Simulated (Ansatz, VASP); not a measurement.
## Two plane-wave programs on B

```
B
1.0
    -1.10916    1.10916    1.92402
     1.10916   -1.10916    1.92402
     1.10916    1.10916   -1.92402
B
1
Direct
  0.00000 0.00000 0.00000
```

Alike in both runs: task single point; functional PBEsol; k mesh 26 × 26 × 26; occupations gaussian, width 0.1 eV; no spin polarisation.

```csv
,VASP,Ansatz
version,VASP 6.6.1,Ansatz 0.2.0
potentials or method,"VASP PAW PBE potentials, release 64 (B)","scalar-relativistic, plane waves, PAW"
plane-wave cutoff (eV),520,420
valence electrons in the cell,3,3
```

```csv
,VASP,Ansatz,Ansatz less VASP
gap on the k mesh at the Fermi level (eV),none,none,-
pressure (GPa),-44.9,-44.9,+0.01
largest component of the traceless stress (GPa),11.53,11.60,+0.072
```

A gap of «none» marks a metal or a gap that the smearing closes. With one functional, cell and mesh, what is left measures potentials, basis and numerics.

Caveats: the cell as given lies far from equilibrium; so large a pressure means that the cell lies far from this level's equilibrium, or that cutoff or potentials fall short (VASP); the potentials were made for another functional, which shifts forces and pressure (VASP).
